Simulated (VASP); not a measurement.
# Pb (Im-3m) in VASP: further runs, part 2 of 2

VASP 6.6.1.

### 3 Density of states, revPBE

Contents of run.py:

```python
from ase import Atoms
from ase.calculators.vasp import Vasp
from ase.dft.dos import DOS

atoms = Atoms(
    ['Pb'],
    cell=[[-1.9796595667, 1.9796595667, 1.9796595667], [1.9796595667, -1.9796595667, 1.9796595667], [1.9796595667, 1.9796595667, -1.9796595667]],
    scaled_positions=[[0.0, 0.0, 0.0]],
    pbc=True,
)
calc = Vasp(
    directory='calc',
    xc='revpbe',
    pp='PBE',
    setups='recommended',
    prec='Accurate',
    encut=520,
    ediff=1e-06,
    ismear=1,
    sigma=0.1,
    lreal=False,
    lasph=True,
    nelm=80,
    algo='Normal',
    isif=2,
    lwave=False,
    lcharg=False,
    lorbit=11,
    kpts=[4, 4, 4],
    gamma=False,
    nelect=13.0,
)
atoms.calc = calc

print('energy (eV):', atoms.get_potential_energy())
print('free energy (eV):', atoms.get_potential_energy(force_consistent=True))
print('forces (eV/A):')
print(atoms.get_forces())
print('stress (eV/A^3, Voigt):', atoms.get_stress())
print('Fermi level (eV):', calc.get_fermi_level())
dos = DOS(calc, width=0.05, window=(-10, 10), npts=201)
print('E - E_F (eV), DOS (1/eV)')
for e, g in zip(dos.get_energies(), dos.get_dos()):
    print(f'{e:8.3f} {g:10.4f}')
```

Potentials or basis: VASP PAW PBE potentials, release 64 (Pb_d).

Launch:

```bash
python run.py
```

Wall time 11 s (1 thread of Intel Xeon Platinum 8259CL at 2.50GHz (Skylake/Cascade Lake), shared host); peak memory 0.15 GiB.

These settings aren't checked as converged (typed here: shifted = yes; k = 4 × 4 × 4; NELECT = 13.000000): the numbers below hold their error.

Results:

- Free energy: -9.4997 eV
- Valence electrons inside the program's atomic spheres: Pb 11.59

Caveat: the k mesh is coarse (spacing up to 0.56 Å⁻¹), so the values aren't converged; the cell is charged against a uniform background, so pressure and absolute levels hang on convention; a pressure of tens of GPa on the cell as given is suspect, and the run, the potentials or the cell itself is likely at fault; the PAW data sets were made with another functional, which shifts forces and pressure a little.

### 4 Equation of state, LDA, 28.02 Å³/atom (a relaxed cell with its volume scaled by 0.96)

Contents of INCAR:

```
SYSTEM = Pb
ALGO = Normal ; EDIFF = 1E-6
ENCUT = 520 ; ISIF = 2
ISMEAR = -1 ; LASPH = .True.
LCHARG = .False. ; LREAL = .False.
LWAVE = .False. ; NELM = 60
PREC = Accurate ; SIGMA = 0.05
```

Contents of KPOINTS:

```
k-points
0
Gamma
  8 8 8
  0 0 0
```

Contents of POSCAR:

```
Pb                                      
1.0
   -1.9134267517      1.9134267517      1.9134267517
    1.9134267517     -1.9134267517      1.9134267517
    1.9134267517      1.9134267517     -1.9134267517
  Pb            
     1
Direct
     0.0000000000000000    0.0000000000000000    0.0000000000000000
```

Potentials or basis: VASP PAW LDA potentials, release 64 (Pb_d).

Launch:

```bash
cat potpaw_LDA.64/Pb_d/POTCAR > POTCAR
mpirun -np 1 vasp_std > vasp.out
```

It took 7 s on 1 thread of Intel Xeon Platinum 8375C at 2.90GHz (Ice Lake), shared host; peak memory 0.14 GiB.

Results (log left out):

| Property | Result |
| --- | --- |
| Free energy | -4.2293 eV |
| Pressure | 2.3 GPa |
| Band gap on the k mesh | none (metal or under the smearing width) |

### 5 Equation of state, LDA, 28.61 Å³/atom (a relaxed cell with its volume scaled by 0.98)

INCAR is that of step 4.

KPOINTS is that of step 4.

Contents of POSCAR:

```
Pb                                      
1.0
   -1.9266232153      1.9266232153      1.9266232153
    1.9266232153     -1.9266232153      1.9266232153
    1.9266232153      1.9266232153     -1.9266232153
  Pb            
     1
Direct
     0.0000000000000000    0.0000000000000000    0.0000000000000000
```

Launch:

```bash
cat potpaw_LDA.64/Pb_d/POTCAR > POTCAR
mpirun -np 1 vasp_std > vasp.out
```

It took 6.4 s on 1 thread of Intel Xeon Platinum 8375C at 2.90GHz (Ice Lake), shared host; peak memory 0.14 GiB.

The run converged. Its results:

- Free energy: -4.2357 eV
- Pressure: 1.0 GPa
- Band gap on the k mesh: none (metal or under the smearing width)

### 6 Equation of state, LDA, 29.19 Å³/atom

This run uses another cell than the first one: it holds 1 atom, not 2.

INCAR is that of step 5.

KPOINTS is that of step 5.

Contents of POSCAR:

```
Pb                                      
1.0
   -1.9396413346      1.9396413346      1.9396413346
    1.9396413346     -1.9396413346      1.9396413346
    1.9396413346      1.9396413346     -1.9396413346
  Pb            
     1
Direct
     0.0000000000000000    0.0000000000000000    0.0000000000000000
```

Potentials or basis: VASP PAW LDA potentials, release 64 (Pb_d).

Launch:

```bash
cat potpaw_LDA.64/Pb_d/POTCAR > POTCAR
mpirun -np 1 vasp_std > vasp.out
```

Run time: 6.2 s. Hardware: 1 thread of Intel Xeon Platinum 8375C at 2.90GHz (Ice Lake), shared host; peak memory 0.14 GiB.

The run converged. Its results:

```
Free energy            : -4.2377 eV
Pressure               : -0.1 GPa
Band gap on the k mesh : none (metal or under the smearing width)
```

### 7 Equation of state, LDA, 29.77 Å³/atom (a relaxed cell with its volume scaled by 1.02)

INCAR is that of step 6.

KPOINTS is that of step 6.

Contents of POSCAR:

```
Pb                                      
1.0
   -1.9524870158      1.9524870158      1.9524870158
    1.9524870158     -1.9524870158      1.9524870158
    1.9524870158      1.9524870158     -1.9524870158
  Pb            
     1
Direct
     0.0000000000000000    0.0000000000000000    0.0000000000000000
```

Launch:

```bash
cat potpaw_LDA.64/Pb_d/POTCAR > POTCAR
mpirun -np 1 vasp_std > vasp.out
```

Wall time 5.8 s (1 thread of Intel Xeon Platinum 8375C at 2.90GHz (Ice Lake), shared host); peak memory 0.14 GiB.

The run converged. Its results:

```
Free energy            : -4.2359 eV
Pressure               : -1.1 GPa
Band gap on the k mesh : none (metal or under the smearing width)
```

### 8 Equation of state, LDA, 30.36 Å³/atom (a relaxed cell with its volume scaled by 1.04)

INCAR is that of step 7.

KPOINTS is that of step 7.

Contents of POSCAR:

```
Pb                                      
1.0
   -1.9651658582      1.9651658582      1.9651658582
    1.9651658582     -1.9651658582      1.9651658582
    1.9651658582      1.9651658582     -1.9651658582
  Pb            
     1
Direct
     0.0000000000000000    0.0000000000000000    0.0000000000000000
```

Launch:

```bash
cat potpaw_LDA.64/Pb_d/POTCAR > POTCAR
mpirun -np 1 vasp_std > vasp.out
```

It took 6 s on 1 thread of Intel Xeon Platinum 8375C at 2.90GHz (Ice Lake), shared host; peak memory 0.14 GiB.

The run converged. Its results:

```
Free energy            : -4.2305 eV
Pressure               : -2.0 GPa
Band gap on the k mesh : none (metal or under the smearing width)
```

### 9 Equation of state, LDA

This run uses another cell than the first one, of 29.19 Å³/atom, 0.941 times its volume.

Potentials or basis: VASP PAW LDA potentials, release 64 (Pb_d).

This step only gathers the single runs of the series.

What came out:

```yaml
Equilibrium_volume: 29.19 Å³/atom
Bulk_modulus: 53 GPa
Pressure_derivative_of_the_bulk_modulus: "4.8 (rough: it moves with the points fitted)"
```

Energy against volume, from the lowest point:
| volume (Å³/atom) | energy (meV/atom) |
| --- | --- |
| 28.022 | 8.45 |
| 28.606 | 2.03 |
| 29.189 | 0.00 |
| 29.773 | 1.85 |
| 30.357 | 7.17 |

Spin-orbit coupling is left out, which matters for the levels of Pb.

### 10 For comparison

An earlier run on the cell as given: functional PBE; potentials or basis VASP PAW PBE potentials, release 64 (Pb_d); cutoff 520 eV; k mesh 9 × 9 × 9; occupations fermi-dirac, width 0.05 eV; no spin polarisation.

* Pressure: 0.7 GPa
* Band gap on the k mesh: none (metal or under the smearing width)

### 11 Overview

| task | level | potentials or basis | cell | k mesh | smearing | ladder | gap on the mesh (eV) | pressure (GPa) |
| --- | --- | --- | --- | --- | --- | --- | --- | --- |
| optical spectrum | TPSS | VASP PAW PBE potentials, release 64 (Pb_d) | volume scaled by 1.15 | 7 × 7 × 7 | gaussian 0.05 eV | - | none | -4.4 |
| equation of state | LDA | VASP PAW LDA potentials, release 64 (Pb_d) | Im-3m, 29.19 Å³/atom | 8 × 8 × 8 | fermi-dirac 0.05 eV | gaps | - | - |
| single point | PBE | VASP PAW PBE potentials, release 64 (Pb_d) | Im-3m, 31.03 Å³/atom | 9 × 9 × 9 | fermi-dirac 0.05 eV | - | none | 0.7 |

Alike in all rows: no spin polarisation; cutoff (eV) 520.

Caveats: spectra need much finer meshes, so this one isn't converged (some runs); independent-particle spectra lack excitons (some runs); the intraband (Drude) part of a metal's response may be missing (some runs); the PAW data sets were made with another functional, which shifts forces and pressure a little (some runs).

Total energies depend on the potentials used, so only differences within one code and one set of settings carry meaning.
